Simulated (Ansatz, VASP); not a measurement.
# One calculation of CdSe, two programs

INCAR

```
ALGO = Normal ; EDIFF = 1E-7
ENCUT = 520 ; ISIF = 2
ISMEAR = -1 ; LASPH = T
LCHARG = F ; LREAL = F
LWAVE = F ; NBANDS = 16
NELM = 100 ; PREC = Accurate
SIGMA = 0.05
```

File KPOINTS:

```
k-points
0
Gamma
  8 8 8
```

Contents of POSCAR:

```
CdSe
1.0
    0.0000000000      2.8739580000      2.8739580000
    2.8739580000      0.0000000000      2.8739580000
    2.8739580000      2.8739580000      0.0000000000
Cd Se
1 1
Direct
    0.0000000000      0.0000000000      0.0000000000
    0.5000000000      0.5000000000      0.5000000000
```

The input input.yaml:

```yaml
crystal:
  lattice:
    - [0.0, 2.873958, 2.873958]
    - [2.873958, 0.0, 2.873958]
    - [2.873958, 2.873958, 0.0]
  atoms:
    - { symbol: Cd, position: [0.0, 0.0, 0.0] }
    - { symbol: Se, position: [0.5, 0.5, 0.5] }
kpoints:
  mp_grid: { grid: [8, 8, 8] }
  band_path:
    path:
      - [0.0, 0.0, 0.0]
      - [0.5, 0.0, 0.5]
      - [0.5, 0.25, 0.75]
      - [0.375, 0.375, 0.75]
      - [0.0, 0.0, 0.0]
      - [0.5, 0.5, 0.5]
      - [0.625, 0.25, 0.625]
      - [0.5, 0.25, 0.75]
    npoints: 10
scf:
  occupations: { method: fermi_dirac, width: 0.05 }
hamiltonian:
  xc: lda
  pseudopotentials: { kind: all_electron, lapw: { basis_error: 0.001 } }
output:
  forces: true
  stress: true
  eigenvalues: true
```

Alike in both runs: functional LDA; k mesh 8 × 8 × 8; occupations fermi-dirac, width 0.05 eV; no spin polarisation.

|  | VASP | Ansatz |
| --- | --- | --- |
| version | VASP 6.6.1 | Ansatz 0.2.0 |
| potentials or method | VASP PAW LDA potentials, release 64 (Cd, Se) | all-electron LAPW, scalar-relativistic |
| plane-wave cutoff (eV) | 520 | see its input |
| task | single point | band structure |

```csv
,VASP,Ansatz,Ansatz less VASP
gap on the k mesh at the Fermi level (eV),none,none,-
pressure (GPa),-5.6,-6.0,-0.41
```

A gap of «none» marks a metal or a gap that the smearing closes. Ansatz ran all-electron here, so the differences hold the error of VASP's frozen core and of both bases.
